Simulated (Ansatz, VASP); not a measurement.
## As: VASP beside Ansatz

```xyz
2
Lattice="0.0000 3.0825 3.0825 3.0825 0.0000 3.0825 3.0825 3.0825 0.0000" Properties=species:S:1:pos:R:3 pbc="T T T"
As    0.7706    0.7706    0.7706
As    5.3943    5.3943    5.3943
```

Alike in both runs: task single point; functional revPBE; k mesh 10 × 10 × 10; occupations fermi-dirac, width 0.1 eV; no spin polarisation.

|  | VASP | Ansatz |
| --- | --- | --- |
| version | VASP 6.6.1 | Ansatz 0.2.0 |
| potentials or method | VASP PAW PBE potentials, release 64 (As) | plane waves (420 eV) with PAW, scalar-relativistic |
| plane-wave cutoff (eV) | 520 | 420 |
| valence electrons in the cell | 10 | 30 |

```csv
,VASP,Ansatz,Ansatz less VASP
pressure (GPa),-0.1,-0.2,-0.07
```

With one functional, cell and mesh, what is left measures potentials, basis and numerics. The two sets of potentials don't hold the same shells in valence.

Caveats: the PAW data sets were made with another functional, which shifts forces and pressure a little (VASP).
